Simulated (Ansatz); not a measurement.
# Pressure coefficients of C

Space group Fd-3m:1 (No. 227). a = 3.567 Å, b = 3.567 Å, c = 3.567 Å, α = 90.00°, β = 90.00°, γ = 90.00°
```json
{"atom": "C", "site": "8a", "symmetry": "-43m", "x": "0.5000", "y": "0.0000", "z": "0.5000"}
```

The runs use the primitive cell with vectors (0.000, 1.783, 1.783), (1.783, 0.000, 1.783), (1.783, 1.783, 0.000) Å, to which the k mesh refers.

The cell is COD entry 9008564, as deposited and not checked against the literature; nothing was relaxed.

Computed with DFT, PBE, all-electron LAPW, scalar-relativistic in Ansatz 0.2.0.

Settings: a Γ-centred 20×20×20 k mesh, Fermi–Dirac smearing of 0.08 eV, basis error target 0.5 meV/atom, no spin polarisation.

The cell is scaled evenly with fractional coordinates held. Semilocal gaps are too small, but their slopes carry over better.

```json
{"V/V(cell)": "0.9500", "P (GPa)": "26.53", "gap on the k mesh (eV)": "4.259"}
{"V/V(cell)": "0.9600", "P (GPa)": "21.09", "gap on the k mesh (eV)": "4.235"}
{"V/V(cell)": "0.9750", "P (GPa)": "13.40", "gap on the k mesh (eV)": "4.199"}
{"V/V(cell)": "0.9800", "P (GPa)": "10.96", "gap on the k mesh (eV)": "4.187"}
{"V/V(cell)": "0.9900", "P (GPa)": "6.24", "gap on the k mesh (eV)": "4.164"}
{"V/V(cell)": "1.0000", "P (GPa)": "1.73", "gap on the k mesh (eV)": "4.142"}
{"V/V(cell)": "1.0100", "P (GPa)": "-2.57", "gap on the k mesh (eV)": "4.119"}
{"V/V(cell)": "1.0200", "P (GPa)": "-6.67", "gap on the k mesh (eV)": "4.097"}
{"V/V(cell)": "1.0250", "P (GPa)": "-8.65", "gap on the k mesh (eV)": "4.086"}
{"V/V(cell)": "1.0400", "P (GPa)": "-14.32", "gap on the k mesh (eV)": "4.054"}
{"V/V(cell)": "1.0500", "P (GPa)": "-17.88", "gap on the k mesh (eV)": "4.033"}
{"V/V(cell)": "1.0600", "P (GPa)": "-21.28", "gap on the k mesh (eV)": "4.012"}
```

Q: From the rows at 0.9900 and 1.0100, what is the bulk modulus at the cell's volume?

A: B = −ΔP/Δln V = −[(-2.57) − (6.24)]/0.02000 = 440.5 GPa.

Q: What are the gap's volume deformation potential and pressure coefficient?

A: dEg/dln V = (4.119 − 4.164)/0.02000 = -2.25 eV, and dEg/dP = −(dEg/dln V)/B = 5.1 meV/GPa: pressure widens the gap.

Q: Predict the row at V/V(cell) = 0.9400. How far is a linear estimate of P off?

A: P = 32.22 GPa, gap 4.283 eV. The linear estimate P(cell) − B ln(V/V(cell)) = 28.99 GPa misses by 3.23 GPa, since the modulus grows under compression.
